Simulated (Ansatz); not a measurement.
BaTe: computed properties

Level of theory: Ansatz 0.2.0, DFT PBE, scalar-relativistic, plane waves, PAW.

Settings: cutoff 420 eV, Γ-centred mesh 8×8×8 on the computed 2-atom cell, Gaussian smearing of 0.02 eV; no spin polarisation.

The structure is relaxed at this level of theory with its symmetry kept.

```yaml
crystal:
  lattice:
    - [0.00000, 3.53226, 3.53226]
    - [3.53226, 0.00000, 3.53226]
    - [3.53226, 3.53226, 0.00000]
  atoms:
    - { symbol: Ba, position: [0.00000, 0.00000, 0.00000] }
    - { symbol: Te, position: [0.50000, 0.50000, 0.50000] }
```

```json
{
  "Space group": "Fm-3m (No. 225)",
  "Volume per atom": "44.07 Å³",
  "Formation energy from the elements' standard states (uncorrected)": "-1.820 eV/atom",
  "Kohn–Sham band gap": "1.66 eV, indirect from Γ to X",
  "Löwdin character of the top 1 eV of the valence band": "Te 5p 93 %, unprojected 5 %",
  "Electron masses at the edge by Cartesian direction of the standard setting (m_e; degenerate bands sorted by energy; no spin-orbit coupling)": "x: 1.3; y: 0.28; z: 0.28",
  "Hole masses at the edge by Cartesian direction of the standard setting (m_e; degenerate bands sorted by energy; no spin-orbit coupling)": "x: 1.3, 1.3, 0.16; y: 1.3, 1.3, 0.16; z: 1.3, 1.3, 0.16",
  "Bulk modulus": "28.6 GPa",
  "Its pressure derivative": "4.4",
  "Electronic dielectric constant xx, yy, zz of the standard setting (independent particles)": "6.5, 6.5, 6.5",
  "Bader charges (e)": "Ba (1 in the cell) 1.36, Te (1 in the cell) -1.36"
}
```

Spin-orbit coupling is left out, which matters for the bands of heavy elements.